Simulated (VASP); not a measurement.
Runs of VASP 6.6.1 on Li. Symmetry: Fm-3m, No. 225, cubic system. Conventional cell: a = 4.404 Å, b = 4.404 Å, c = 4.404 Å, α = 90.00°, β = 90.00°, γ = 90.00°. Li (site symmetry m-3m) is surrounded by 12 Li at 3.11 Å. This isn't the form of Li at room conditions, which is bcc.

| task | cell | k mesh | cutoff (eV) | gap on the mesh (eV) | pressure (GPa) | relaxed volume (Å³/atom) |
| --- | --- | --- | --- | --- | --- | --- |
| relaxation of cell and atoms | relaxed | 16 × 16 × 16 | 600 | none | 0.0 | 17.99 |
| single point | Fm-3m, 18.22 Å³/atom | 18 × 18 × 18 | 520 | none | - | - |
| single point | Fm-3m, 18.22 Å³/atom | 16 × 16 × 16 | 520 | none | - | - |
| relaxation of cell and atoms | relaxed | 18 × 18 × 18 | 600 | none | 0.0 | (a) |

Alike in all rows: level PBE+D3(BJ); potentials or basis VASP PAW PBE potentials, release 64 (Li_sv); no spin polarisation; smearing gaussian 0.1 eV.

Task: Estimate the missing entries.

Result: (a) 18.10.

Caveats: the cutoff is under 1.25 times the usual one of these potentials, so pressure, stress and relaxed cells hold a basis-set (Pulay) error; pairwise dispersion overbinds metals, which lowers pressure and volume; the volume moved by over 15 % at a fixed basis, so the end points are rough (some runs); the volume moved by -16 % from the deposited cell, more than functionals usually miss (some runs).

A gap of «none» marks a metal or a gap under the smearing width.
